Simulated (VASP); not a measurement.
# Rh (Fm-3m) in VASP: a series of runs, part 2 of 2

VASP 6.6.1.

### Step 4. Relaxation of cell and atoms, PBEsol

This run uses another cell than the first one, of 13.50 Å³/atom, 1.018 times its volume.

Input file INCAR:

```
PREC = Accurate ; ENCUT = 600
EDIFF = 1E-7 ; ISMEAR = 1
SIGMA = 0.1 ; LREAL = False
LASPH = True ; NELM = 80
ALGO = Normal ; ISIF = 3
LWAVE = False ; LCHARG = False
GGA = PS ; IBRION = 2
NSW = 90 ; EDIFFG = -0.005
```

Input file KPOINTS:

```
Automatic mesh
0
Gamma
  16 16 16
```

Input file POSCAR:

```
Rh                                      
1.0
    0.0000000000      1.8897137189      1.8897137189
    1.8897137189     -0.0000000000      1.8897137189
    1.8897137189      1.8897137189      0.0000000000
  Rh            
     1
Direct
     0.0000000000000000    0.0000000000000000    0.0000000000000000
```

Potentials or basis: VASP PAW PBE potentials, release 64 (Rh_pv).

Command:

```console
cat potpaw_PBE.64/Rh_pv/POTCAR > POTCAR
mpirun -np 1 vasp_std > vasp.out
```

OUTCAR:

```text
PREC = Accurate
   ENCUT = 600
   EDIFF = 1E-7
   ISMEAR = 1
   LREAL = False
   LASPH = True
   NELM = 80
   ISIF = 3
   GGA = PS
   IBRION = 2
   NSW = 90
   EDIFFG = -0.005

 ion  position               nearest neighbor table
   1  0.000  0.000  0.000-

  LATTYP: Found a face centered cubic cell.
 ALAT       =     3.7794274378

  Lattice vectors:

 A1 = (   0.0000000000,   1.8897137189,   1.8897137189)
 A2 = (   1.8897137189,   0.0000000000,   1.8897137189)
 A3 = (   1.8897137189,   1.8897137189,   0.0000000000)

Analysis of symmetry for initial positions (statically):
=====================================================================
 Subroutine PRICEL returns:
 Original cell was already a primitive cell.

 Routine SETGRP: Setting up the symmetry group for a
 face centered cubic supercell.

 Subroutine GETGRP returns: Found 48 space group operations
 (whereof 48 operations were pure point group operations)
 out of a pool of 48 trial point group operations.

The static configuration has the point symmetry O_h .

Analysis of symmetry for dynamics (positions and initial velocities):
=====================================================================
 Subroutine PRICEL returns:
 Original cell was already a primitive cell.

 Routine SETGRP: Setting up the symmetry group for a
 face centered cubic supercell.

 Subroutine GETGRP returns: Found 48 space group operations
 (whereof 48 operations were pure point group operations)
 out of a pool of 48 trial point group operations.

The dynamic configuration has the point symmetry O_h .

 Subroutine INISYM returns: Found 48 space group operations
 (whereof 48 operations are pure point group operations),
 and found     1 'primitive' translations

----------------------------------------------------------------------------------------

                                     Primitive cell

  volume of cell :      13.4964

  direct lattice vectors                    reciprocal lattice vectors
     0.000000000  1.889713719  1.889713719    -0.264590342  0.264590342  0.264590342
     1.889713719  0.000000000  1.889713719     0.264590342 -0.264590342  0.264590342
     1.889713719  1.889713719  0.000000000     0.264590342  0.264590342 -0.264590342

  length of vectors
     2.672458770  2.672458770  2.672458770     0.458283916  0.458283916  0.458283916

  position of ions in fractional coordinates (direct lattice)
     0.000000000  0.000000000  0.000000000

  ion indices of the primitive-cell ions
   primitive index   ion index
                 1           1

----------------------------------------------------------------------------------------

 KPOINTS: Automatic mesh

Automatic generation of k-mesh.
 Grid dimensions read from file:
 generate k-points for:   16   16   16

 Generating k-lattice:

  Cartesian coordinates                     Fractional coordinates (reciprocal lattice)
    -0.016536896  0.016536896  0.016536896     0.062500000  0.000000000  0.000000000
     0.016536896 -0.016536896  0.016536896     0.000000000  0.062500000  0.000000000
     0.016536896  0.016536896 -0.016536896     0.000000000  0.000000000  0.062500000

  Length of vectors
     0.028642745  0.028642745  0.028642745

  Shift w.r.t. Gamma in fractional coordinates (k-lattice)
     0.000000000  0.000000000  0.000000000

 Subroutine IBZKPT returns following result:
 ===========================================

 Found    145 irreducible k-points:

 Following reciprocal coordinates:
            Coordinates               Weight
  0.000000  0.000000  0.000000      1.000000
  0.062500  0.000000  0.000000      8.000000
  0.125000  0.000000  0.000000      8.000000
  0.187500  0.000000  0.000000      8.000000
  0.250000  0.000000  0.000000      8.000000
  0.312500  0.000000  0.000000      8.000000
[... 16 lines left out ...]
 -0.125000  0.062500  0.000000     24.000000
 -0.062500  0.062500  0.000000     12.000000
 [... further k-points ...]
   k-points           NKPTS =    145   k-points in BZ     NKDIM =    145   number of bands    NBANDS=     11
   number of dos      NEDOS =    301   number of ions     NIONS =      1
   total plane-waves  NPLWV =  13824
   dimension x,y,z NGX =    24 NGY =   24 NGZ =   24
   dimension x,y,z NGXF=    48 NGYF=   48 NGZF=   48
   ions per type =               1
   NGX,Y,Z   is equivalent  to a cutoff of  14.93, 14.93, 14.93 a.u.
   NGXF,Y,Z  is equivalent  to a cutoff of  29.86, 29.86, 29.86 a.u.
 SYSTEM =  unknown system
   PREC   = accura    normal or accurate (medium, high low for compatibility)
   ISTART =      0    job   : 0-new  1-cont  2-samecut
   ICHARG =      2    charge: 1-file 2-atom 10-const
   ISPIN  =      1    spin polarized calculation?
   LNONCOLLINEAR =      F non collinear calculations
   LSORBIT =      F    spin-orbit coupling
   LASPH  =      T    aspherical Exc in radial PAW
   ENCUT  =  600.0 eV  44.10 Ry    6.64 a.u.   5.34  5.34  5.34*2*pi/ulx,y,z
   NELM   =     80;   NELMIN=  2; NELMDL= -5     # of ELM steps
   EDIFF  = 0.1E-06   stopping-criterion for ELM
   LREAL  =      F    real-space projection
   EDIFFG = -.5E-02   stopping-criterion for IOM
   NSW    =     90    number of steps for IOM
   IBRION =      2    ionic relax: 0-MD 1-quasi-New 2-CG
   NFREE  =      1    steps in history (QN), initial steepest desc. (CG)
   ISIF   =      3    stress and relaxation
   ISYM   =      2    0-nonsym 1-usesym 2-fastsym
   POTIM  = 0.5000    time-step for ionic-motion
   TEBEG  =    0.0;   TEEND  =   0.0 temperature during run
   PSTRESS=    0.0 pullay stress
   NELECT =      15.0000    total number of electrons
   NUPDOWN=      -1.0000    fix difference up-down
   EMIN   =  10.00;   EMAX   =-10.00  energy-range for DOS
   EFERMI =   0.00;   METHOD = LEGACY
   ISMEAR =     1;   SIGMA  =   0.10  broadening in eV -4-tet -1-fermi 0-gaus
   EFERMI_NEDOS =   21; number of points for ismear=-14 and -15
   IALGO  =     38    algorithm
   IMIX   =      4    mixing-type and parameters
     AMIX     =   0.40;   BMIX     =  1.00
     AMIX_MAG =   1.60;   BMIX_MAG =  1.00
  volume/ion in A,a.u.               =      13.50        91.08
  Fermi-wavevector in a.u.,A,eV,Ry     =   1.695766  3.204533 39.125213  2.875622
  Thomas-Fermi vector in A             =   2.776750
   LORBIT       =      0    0 simple, 1 ext, 2 COOP (PROOUT), +10 PAW based schemes
   GGA     = PS    functional components
   LHFCALC =     F    Hartree Fock is set to
   AEXX    =    0.0000 exact exchange contribution
   IVDW    =     0    specifies the selected vdW correction
   LEPSILON=     F    determine dielectric tensor
   LRPA    =     F    only Hartree local field effects (RPA)
 conjugate gradient relaxation of ions
 non-spin polarized calculation
 Methfessel and Paxton  Order N= 1 SIGMA  =   0.10
  energy-cutoff  :      600.00
  volume of cell :       13.50
 maximum number of plane-waves:       464
 NGX is ok and might be reduce to    24
   NGX = 11   NGY = 11   NGZ = 11

 number of electron      15.0000002 magnetization

 Free energy of the ion-electron system (eV)
  ---------------------------------------------------
  ext. energy  EPLUGINS =         0.00000000
  ---------------------------------------------------
  free energy    TOTEN  =        -8.13693261 eV

  energy without entropy =       -8.13668432  energy(sigma->0) =       -8.13684985

 E-fermi :  12.0859     XC(G=0): -14.3371

 val. band max:       12.0762855888   @ k =   0.4375   0.1250   0.0625
 cond. band min:      12.0876194155   @ k =   0.3125   0.2500   0.0000
 fundamental gap:      0.0113338266
 Fermi energy:        12.0858631682

 k-point     1 :       0.0000    0.0000    0.0000
  band No.  band energies     occupation
      1     -34.2652      2.00000
      2     -34.2652      2.00000
      3     -34.2652      2.00000
      4       3.9063      2.00000
      5       8.9141      2.00000
      6       8.9141      2.00000
      7       8.9141      2.00000
      8      11.0899      2.00000
      9      11.0899      2.00000
     10      28.0168      0.00000
     11      32.4252      0.00000
[... 309 lines left out ...]
 k-point    24 :      -0.0625    0.0625    0.0000
  band No.  band energies     occupation
      1     -34.3396      2.00000
      2     -34.2876      2.00000
      3     -34.2709      2.00000
      4       4.3265      2.00000
      5       8.7061      2.00000
      6       9.0644      2.00000
      7       9.1137      2.00000
      8      10.8946      2.00000
      9      11.1151      2.00000
     10      28.6248      0.00000
     11      31.8753      0.00000

 [... further k-points ...]

------------------------ aborting loop because EDIFF is reached ----------------------------------------

  FORCE on cell =-STRESS in cart. coord.  units (eV):
  Direction    XX          YY          ZZ          XY          YZ          ZX
  --------------------------------------------------------------------------------------
  -------------------------------------------------------------------------------------
  Total       -0.0039712     -0.0039712     -0.0039712     -0.0000000      0.0000000     -0.0000000
  in kB       -0.4714309     -0.4714309     -0.4714309     -0.0000000      0.0000000     -0.0000000
  external PRESSURE =      -0.4714309 kB  Pullay stress =       0.0000000 kB

 VOLUME and BASIS-vectors are now :
 -----------------------------------------------------------------------------
  energy-cutoff  :      600.00
  volume of cell :       13.50
      direct lattice vectors                 reciprocal lattice vectors
     0.000000000  1.889713719  1.889713719    -0.264590342  0.264590342  0.264590342
     1.889713719  0.000000000  1.889713719     0.264590342 -0.264590342  0.264590342
     1.889713719  1.889713719  0.000000000     0.264590342  0.264590342 -0.264590342

 POSITION                                       TOTAL-FORCE (eV/Angst)
 -----------------------------------------------------------------------------------
      0.00000      0.00000      0.00000        -0.000000      0.000000      0.000000
 -----------------------------------------------------------------------------------
    total drift:                               -0.000000      0.000000     -0.000000

  FREE ENERGIE OF THE ION-ELECTRON SYSTEM (eV)
  ---------------------------------------------------
  free  energy   TOTEN  =        -8.1369326132 eV

  energy  without entropy=       -8.1366843170  energy(sigma->0) =       -8.13684985

 reached required accuracy - stopping structural energy minimisation
```

OSZICAR:

```text
N       E                     dE             d eps       ncg     rms          rms(c)
DAV:   1     0.123958200672E+03    0.12396E+03   -0.10210E+04  3193   0.162E+03
DAV:   2    -0.711101952715E+01   -0.13107E+03   -0.12541E+03  3262   0.410E+02
DAV:   3    -0.875684625764E+01   -0.16458E+01   -0.16307E+01  3697   0.513E+01
DAV:   4    -0.876654686476E+01   -0.97006E-02   -0.96997E-02  3448   0.408E+00
DAV:   5    -0.876670083938E+01   -0.15397E-03   -0.15397E-03  3724   0.470E-01    0.116E+01
DAV:   6    -0.816464352912E+01    0.60206E+00   -0.14027E+00  3307   0.176E+01    0.362E+00
DAV:   7    -0.814185907644E+01    0.22784E-01   -0.31146E-02  3691   0.226E+00    0.166E+00
DAV:   8    -0.813722621717E+01    0.46329E-02   -0.57587E-03  3307   0.126E+00    0.262E-01
DAV:   9    -0.813692708185E+01    0.29914E-03   -0.34858E-04  3652   0.316E-01    0.290E-02
DAV:  10    -0.813693258603E+01   -0.55042E-05   -0.31972E-06  3639   0.229E-02    0.395E-03
DAV:  11    -0.813693261319E+01   -0.27165E-07   -0.41157E-07  3607   0.946E-03
   1 F= -.81369326E+01 E0= -.81368498E+01  d E =-.813693E+01
```

CONTCAR:

```text
Rh
   1.00000000000000
     0.0000000000000000    1.8897137189000000    1.8897137189000000
     1.8897137189000000    0.0000000000000000    1.8897137189000000
     1.8897137189000000    1.8897137189000000    0.0000000000000000
  Rh
     1
Direct
     0.0000000000000000    0.0000000000000000    0.0000000000000000

  0.00000000E+00  0.00000000E+00  0.00000000E+00
```

It took 15 s on 1 thread of Intel Xeon Platinum 8259CL at 2.50GHz (Skylake/Cascade Lake), shared host; peak memory 0.16 GiB.

Results:

- Free energy: -8.1369 eV
- Pressure after relaxing: 0.0 GPa
- Band gap on the k mesh: none (metal or under the smearing width)

Final structure:
```cif
data_structure
_symmetry_space_group_name_H-M 'P 1'
_symmetry_Int_Tables_number 1
_cell_length_a 2.6725
_cell_length_b 2.6725
_cell_length_c 2.6725
_cell_angle_alpha 60.000
_cell_angle_beta 60.000
_cell_angle_gamma 60.000
_cell_volume 13.50
loop_
_atom_site_label
_atom_site_type_symbol
_atom_site_fract_x
_atom_site_fract_y
_atom_site_fract_z
_atom_site_occupancy
Rh1 Rh 0.00000 0.00000 0.00000 1
```

Caveat: the relaxation stopped at its first step, so nothing moved; the PAW data sets were made with another functional, which shifts forces and pressure a little.
